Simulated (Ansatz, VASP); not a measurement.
## One calculation of TiSi2, two programs

```
Ti Si
1.0
     4.24363    0.00000    0.00000
     0.00000    4.24363    0.00000
     0.00000    0.00000    6.00696
Ti Si
2 4
Direct
  0.00000 0.50000 0.78574
  0.50000 0.00000 0.78574
  0.00000 0.50000 0.15199
  0.50000 0.00000 0.15199
  0.00000 0.00000 0.13781
  0.50000 0.50000 0.77831
```

Alike in both runs: task single point; functional PBE; k mesh 4 × 4 × 4; occupations gaussian, width 0.1 eV; no spin polarisation.

```csv
,VASP,Ansatz
version,VASP 6.6.1,Ansatz 0.2.0
potentials or method,"VASP PAW PBE potentials, release 64 (Ti_sv, Si)","scalar-relativistic, plane waves, PAW"
plane-wave cutoff (eV),520,420
valence electrons in the cell,40,40
```

```tsv
	VASP	Ansatz	Ansatz less VASP
gap on the k mesh at the Fermi level (eV)	none	none	-
rms of the force components (eV/Å)	1.936	1.938	+0.0022
```

Atom by atom the forces differ by 0.003 eV/Å (rms over components). A gap of «none» marks a metal or a gap that the smearing closes. With one functional, cell and mesh, what is left measures potentials, basis and numerics.

Caveats: the k mesh is coarse (spacing up to 0.37 Å⁻¹), so the values aren't converged; forces of over 1 eV/Å show positions far from the minimum, so gaps and moduli don't describe the material at rest.
